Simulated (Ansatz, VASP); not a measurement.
# AlN in VASP and in Ansatz

```
CELL_PARAMETERS angstrom
0.17444 2.21550 2.21550
2.21550 0.17444 2.21550
2.21550 2.21550 0.17444
ATOMIC_POSITIONS crystal
Al 0.50000 0.50000 0.50000
N 0.00000 0.00000 0.00000
```

Alike in both runs: task single point; functional PBEsol; k mesh 10 × 10 × 10; occupations gaussian, width 0.05 eV; no spin polarisation.

```csv
,VASP,Ansatz
version,VASP 6.6.1,Ansatz 0.2.0
potentials or method,"VASP PAW PBE potentials, release 64 (Al, N)","scalar-relativistic, plane waves, PAW"
plane-wave cutoff (eV),520,520
valence electrons in the cell,8,8
```

```csv
,VASP,Ansatz,Ansatz less VASP
gap on the k mesh at the Fermi level (eV),2.09,2.09,+0.001
least direct gap on the mesh (eV),2.42,2.41,-0.010
pressure (GPa),-27.6,-27.5,+0.06
largest component of the traceless stress (GPa),22.57,22.54,-0.027
```

With one functional, cell and mesh, what is left measures potentials, basis and numerics. Ansatz warned: «pseudo_functional_mismatch».

Caveats: so large a pressure means that the cell lies far from this level's equilibrium, or that cutoff or potentials fall short (VASP); the potentials were made for another functional, which shifts forces and pressure (VASP). A k mesh can miss the band edges.
